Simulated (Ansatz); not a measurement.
**The polar optical mode of KBr at -1.4 GPa, worked through**

Theory: DFT LDA, scalar-relativistic, plane waves, PAW in Ansatz. Settings: 420 eV plane-wave cutoff, Γ-centred 6×6×6 mesh, fixed occupations. No spin polarisation. Phonons by linear response, acoustic sum rule imposed.

The cell is fixed (symmetry leaves no force on the atoms) and stands under -1.4 GPa:
```
K Br
1.0
     3.91720    0.00000    0.00000
     0.00000    3.91720    0.00000
     0.00000    0.00000    3.91720
K Br
1 1
Direct
  0.00000 0.00000 0.00000
  0.50000 0.50000 0.50000
```

The cell is the ideal cubic caesium chloride prototype; this isn't the usual structure of the compound.

Linear response gives ν_TO = 84.5 cm⁻¹, Born charges ±1.206 e (positive on K) and ε∞ = 3.027. The primitive cell holds 60.107 Å³, and the masses are 39.098 and 79.904 amu.

**Question.** Find ν_LO and the static dielectric constant.

**Answer.** The long-wave field adds a restoring force: ω_LO² − ω_TO² = Z*²e²/(ε_vac ε∞ μV). In these units ν_LO² − ν_TO² = 4.92064×10⁷ Z*²/(μ V ε∞) cm⁻², with μ = m₁m₂/(m₁ + m₂) = 26.253 amu: 14970 cm⁻². So ν_LO = √(84.5² + 14970) = 148.7 cm⁻¹, and the run gives 148.7. Lyddane–Sachs–Teller then gives ε0 = ε∞ (ν_LO/ν_TO)² = 9.37, against 9.37 in the run (it forms both from the same three quantities, so the match checks the arithmetic only). Between ν_TO and ν_LO the dielectric function is negative and an undamped crystal reflects fully: a reststrahlen band from 67.2 to 118.3 μm.

**Question.** What do the Clausius–Mossotti polarisability and the Szigeti charge come to?

**Answer.** With the Lorentz local field, α = (3V/4π)(ε∞ − 1)/(ε∞ + 2) = 5.79 Å³ for the pair, and e_S = 3Z*/(ε∞ + 2) = 0.72 e. The Born charge includes the electrons' response to the dipole's own local field, and e_S takes that enhancement out. The Lorentz field assumes point-like polarisable ions, a fair picture at this small ε∞.

**Question.** How strongly does a slow electron couple to the LO mode?

**Answer.** For one isotropic parabolic band, Fröhlich's constant is α_F = (1/ε∞ − 1/ε0) √(m* Ry/ħω_LO), with Ry = 13.606 eV, ħω_LO = 18.4 meV and m* in free-electron masses: α_F = 0.2236 × 27.16 × √m* = 6.07 √m*. The band mass isn't part of this run; for m* = 0.1, 0.3 and 1 it gives 1.92, 3.33, 6.07. In weak coupling the polaron lies α_F ħω_LO below the band edge (61 meV at m* = 0.3) with a mass m*(1 + α_F/6); past α_F of about 5 or 6 that expansion fails. A semilocal functional's ε∞ tends to be too large, which taken alone lowers α_F.

Cost: 1 run of about 2.6 core-minutes, on Intel Xeon Processor @ 2.50GHz (Skylake/Cascade Lake) (shared hosts).